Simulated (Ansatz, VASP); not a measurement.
# One calculation of Ir, two programs

Contents of INCAR:

```
SYSTEM = Ir
PREC = Accurate ; ENCUT = 520
EDIFF = 1E-6 ; ISMEAR = -1
SIGMA = 0.05 ; LREAL = .False.
LASPH = .True. ; NELM = 60
ALGO = Fast ; ISIF = 2
LWAVE = .False. ; LCHARG = .True.
GGA = PE ; LELF = .True.
LVHAR = .True. ; NBANDS = 10
```

KPOINTS

```
regular mesh
0
Gamma
  12 12 12
  0 0 0
```

Contents of POSCAR:

```
Ir
1.0
    0.0000000000      1.9156000000      1.9156000000
    1.9922240000      0.0000000000      1.9156000000
    1.9922240000      1.9156000000      0.0000000000
Ir
1
Direct
    0.0000000000      0.0000000000      0.0000000000
```

Contents of input.yaml:

```yaml
crystal:
  lattice:
    - [0.0, 1.9156, 1.9156]
    - [1.992224, 0.0, 1.9156]
    - [1.992224, 1.9156, 0.0]
  atoms:
    - { symbol: Ir, position: [0.0, 0.0, 0.0] }
hamiltonian:
  xc: pbe
  pseudopotentials: { kind: paw }
kpoints:
  mp_grid: { grid: [12, 12, 12] }
scf:
  occupations: { method: fermi_dirac, width: 0.05 }
output:
  forces: true
  stress: true
  eigenvalues: true
```

Alike in both runs: task single point; functional PBE; k mesh 12 × 12 × 12; occupations fermi-dirac, width 0.05 eV; no spin polarisation.

|  | VASP | Ansatz |
| --- | --- | --- |
| version | VASP 6.6.1 | Ansatz 0.2.0 |
| potentials or method | VASP PAW PBE potentials, release 64 (Ir) | Ansatz PAW |
| plane-wave cutoff (eV) | 520 | 420 |
| valence electrons in the cell | 9 | 17 |

VASP gave:

- gap on the k mesh at the Fermi level (eV): none
- pressure (GPa): -2.5
- largest component of the traceless stress (GPa): 9.77

Question: Which values does Ansatz return?

Answer: gap on the k mesh at the Fermi level (eV): none; pressure (GPa): -2.9; largest component of the traceless stress (GPa): 9.83.

A gap of «none» marks a metal or a gap that the smearing closes. The two sets of potentials don't hold the same shells in valence.

Spin-orbit coupling is left out, which matters for the levels of Ir.
